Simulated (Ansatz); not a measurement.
SnO₂, space group Pnnm, cell relaxations under several functionals

Program: Ansatz 0.2.0 through its Python package.

The script, `lattice.py`:
```python
"""How the lattice of SnO2 depends on the functional."""

import ansatz as az
import numpy as np

def edges_and_angles(cell):
    cell = np.asarray(cell)
    a, b, c = np.linalg.norm(cell, axis=1)
    cosines = cell[1] @ cell[2] / (b * c), cell[0] @ cell[2] / (a * c), cell[0] @ cell[1] / (a * b)
    return (a, b, c, *np.degrees(np.arccos(cosines)))

lattice = az.Lattice.of(
    (4.788004, 0.0, 0.0),
    (0.0, 4.866582, 0.0),
    (0.0, 0.0, 3.240898),
)
sites = [
    ("Sn", (0.5, 0.5, 0.5)),
    ("Sn", (0.0, 0.0, 0.0)),
    ("O", (0.291855, 0.321042, 0.0)),
    ("O", (0.791855, 0.178958, 0.5)),
    ("O", (0.208145, 0.821042, 0.5)),
    ("O", (0.708145, 0.678958, 0.0)),
]
cell = az.Crystal(lattice=lattice)
for symbol, position in sites:
    cell = cell.atom(symbol, position)

calc = (
    cell.calculation()
    .basis(31 * az.Ry)
    .kpoints(6, 4, 6)
    .occupations("fixed")
    .scf(tolerance=1e-09)
    .relax(cell=True, force_tolerance=0.005, max_steps=60)
)

levels = [("blyp", "d3bj"), ("pbesol", "d3bj"), ("lda", "none")]
print("level            a       b       c    alpha   beta  gamma  V/atom  steps")
for name, dispersion in levels:
    seen = []
    run = calc.functional(name, dispersion=dispersion).session().plan()
    outcome = run.execute(on_event=lambda e: seen.append(e) if e["event"] == "relax_step" else None)
    cell = outcome.lattice.cell_ang
    label = name if dispersion == "none" else f"{name}+{dispersion}"
    print("{:13s} {:7.4f} {:7.4f} {:7.4f} {:6.2f} {:6.2f} {:6.2f}".format(label, *edges_and_angles(cell)), f"{abs(np.linalg.det(cell)) / len(outcome.lattice.sites):7.3f} {len(seen):5d}")
```

`python lattice.py` gives:
```text
level            a       b       c    alpha   beta  gamma  V/atom  steps
DeckWarning: relax.cell: scf.convergence.dr2_threshold = 1e-9 eV is looser than the 6e-10 eV advised for a relaxation that steers and ends on the stress (1e-10 eV for each atom of the cell: 6). What [...]
blyp+d3bj      4.7997  4.8028  3.2476  90.00  90.00  90.00  12.477     9
pbesol+d3bj    4.7432  4.7448  3.2035  90.00  90.00  90.00  12.016     9
lda            4.7215  4.7235  3.1903  90.00  90.00  90.00  11.858     9
```
(Warnings from the package without file and line, shortened.)

From smallest to largest: LDA (11.86 Å³ an atom, -5.8 % against the start), PBEsol+D3BJ (12.02 Å³ an atom, -4.5 % against the start) and BLYP+D3BJ (12.48 Å³ an atom, -0.9 % against the start). The spread is 5.2 % in volume.

Reading the output:
- The cell relaxed to the group P4_2/mnm; tensors and edges are in the axes of the typed cell.
- This cell is a computed structure, which may not be the phase found in nature.
- Run time: 2.5 min on 1 thread of Arm Neoverse V1, on a shared host, peak memory 0.49 GiB.
